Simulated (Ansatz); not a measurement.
**Cu (beta tin type): a relaxation**

The task is a relaxation on Cu (beta tin type). The structure is shown as the input types it.

Method: Kohn-Sham DFT, with the functional, basis and potentials that each input names, in Ansatz 0.2.0.

### Step 1. The system as given

The structure is tetragonal, space group I4_1/amd (No. 141). The conventional cell has a = 4.237 Å, b = 4.237 Å, c = 2.233 Å, α = 90.00°, β = 90.00°, γ = 90.00°. Cu (site symmetry -4m2) is surrounded by 6 Cu at 2.19 to 2.23 Å.

Structure file:

```cif
data_structure
_symmetry_space_group_name_H-M 'P 1'
_symmetry_Int_Tables_number 1
_cell_length_a 3.1975
_cell_length_b 3.1975
_cell_length_c 3.1975
_cell_angle_alpha 97.002
_cell_angle_beta 97.002
_cell_angle_gamma 139.128
_cell_volume 20.05
loop_
_atom_site_label
_atom_site_type_symbol
_atom_site_fract_x
_atom_site_fract_y
_atom_site_fract_z
_atom_site_occupancy
Cu1 Cu 0.62500 0.87500 0.75000 1
Cu2 Cu 0.37500 0.12500 0.25000 1
```

### Step 2. Input and run

input.yaml reads:

```yaml
crystal:
  lattice:
    - [-2.1186789594, 2.1186789594, 1.1164305894]
    - [2.1186789594, -2.1186789594, 1.1164305894]
    - [2.1186789594, 2.1186789594, -1.1164305894]
  atoms:
    - { symbol: Cu, position: [-0.375, -0.125, -0.25] }
    - { symbol: Cu, position: [0.375, 0.125, 0.25] }
kpoints:
  mp_grid: { grid: [17, 17, 17] }
scf:
  occupations: { method: fermi_dirac, width: 0.05 }
  max_iter: 50
hamiltonian:
  xc: pbe
  pseudopotentials: { kind: paw }
  hubbard: { sites: [{ species: Cu, l: d, u_eff: -5.0 }] }
output:
  forces: true
  stress: true
relax:
  f_tol: 0.005
  max_steps: 30
  cell: { stress_tol: 0.15, fix: [volume] }
```

Run with:

```sh
$ ansatz run input.yaml --threads 1 --pin off --max-ram 2048MiB --backend cpu --events-out ev --progress --plain --runs-dir out
```

**Question.** How will this run end, and is anything wrong with its input?

The run converged and reported no error. It gives a pressure of 64 GPa, which is large; a structure far from rest gives such values too, whatever the setting.

In the input, hamiltonian.hubbard.sites is [{species: Cu, l: d, u_eff: -5.0}]. The Hubbard parameter is far from any physical value.

Run again and compare: delete hamiltonian.hubbard.sites.
